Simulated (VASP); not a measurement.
Here is a VASP 6.6.1 calculation.

File INCAR:

```
PREC     = Accurate       # precision mode
ENCUT    = 520            # plane-wave cutoff, eV
EDIFF    = 1E-6           # SCF threshold, eV
ISMEAR   = -1             # smearing method
SIGMA    = 0.05           # smearing width, eV
LREAL    = False          # projectors in reciprocal space
LASPH    = True           # aspherical terms in the spheres
NELM     = 80             # most SCF steps
ALGO     = Fast           # electronic algorithm
ISIF     = 2              # what is computed and relaxed
LWAVE    = False          # write WAVECAR
LCHARG   = False          # write CHGCAR
GGA      = PE             # functional
NBANDS   = 15             # bands
```

KPOINTS

```
Automatic mesh
0
Gamma
  8 8 8
```

The input POSCAR:

```
ZrC
1.0
    0.0000000000      2.3650000000      2.3650000000
    2.3650000000      0.0000000000      2.3650000000
    2.3650000000      2.3650000000      0.0000000000
Zr C
1 1
Direct
    0.5000000000      0.5000000000      0.5000000000
    0.0000000000      0.0000000000      0.0000000000
```

Potentials or basis: VASP PAW PBE potentials, release 64 (Zr_sv, C).

Launch:

```bash
$ cat potpaw_PBE.64/Zr_sv/POTCAR potpaw_PBE.64/C/POTCAR > POTCAR
$ mpirun -np 1 vasp_std > vasp.out
```

Predict the pressure.

-2.7 GPa.

Predict the band gap on the k mesh.

none (metal or under the smearing width).
